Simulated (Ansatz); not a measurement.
TiO:

```
Ti O
1.0
     4.98909    0.00000    0.00000
    -2.49454    4.32068    0.00000
     0.00000    0.00000    2.87331
Ti O
3 3
Cartesian
  0.0000 0.0000 0.0000
  0.0000 2.8805 1.4367
  2.4945 1.4402 1.4367
  -0.9839 1.7043 0.0000
  1.9679 0.0000 0.0000
  1.5106 2.6164 0.0000
```

The cell comes from a database or a generator and needn't be the stable form of this composition.

| Property | Result |
| --- | --- |
| Program | Ansatz 0.2.0 |
| Task | relaxation of cell and atoms |
| Functional | PBEsol |
| Potentials or basis | Ansatz PAW |
| Cutoff | 420 eV (not typed: the program's choice for these potentials) |
| k mesh | 6 × 6 × 9 |
| Occupations | fermi-dirac, width 0.05 eV |
| Spin | no spin polarisation |

At the start: volume 10.32 Å³/atom.

How do energy, volume and symmetry change on relaxing?

It ends after 7 steps and the volume is 10.06 Å³/atom (-2.5 %); space group P-62m (No. 189, to 0.05 Å).

The path:
| step | energy change (eV) | largest force (eV/Å) | volume (Å³) |
| --- | --- | --- | --- |
| 1 | 0.0000 | 0.0292 | 61.94 |
| 2 | -0.0314 | 0.0136 | 60.82 |
| 3 | -0.0351 | 0.0083 | 60.40 |
| 4 | -0.0351 | 0.0037 | 60.42 |
| 5 | -0.0302 | 0.0036 | 60.42 |
| 6 | -0.0303 | 0.0003 | 60.38 |
| 7 | -0.0301 | 0.0003 | 60.38 |

Final structure:
```
Ti O
1.0
     4.95620    0.00000    0.00000
    -2.47810    4.29219    0.00000
     0.00000    0.00000    2.83831
Ti O
3 3
Cartesian
  0.0000 0.0000 0.0000
  0.0000 2.8615 1.4192
  2.4781 1.4307 1.4192
  -0.9783 1.6945 0.0000
  1.9567 0.0000 0.0000
  1.4998 2.5976 0.0000
```

Caveat: the plane-wave basis is chosen anew once the cell has moved, so the energies of steps on either side of that aren't comparable; the pressure holds a Pulay correction of +0.6 GPa for the finite cutoff; the PAW data sets come from PBE, with cores solved anew for the run's functional, which leaves a small shift of forces and pressure.
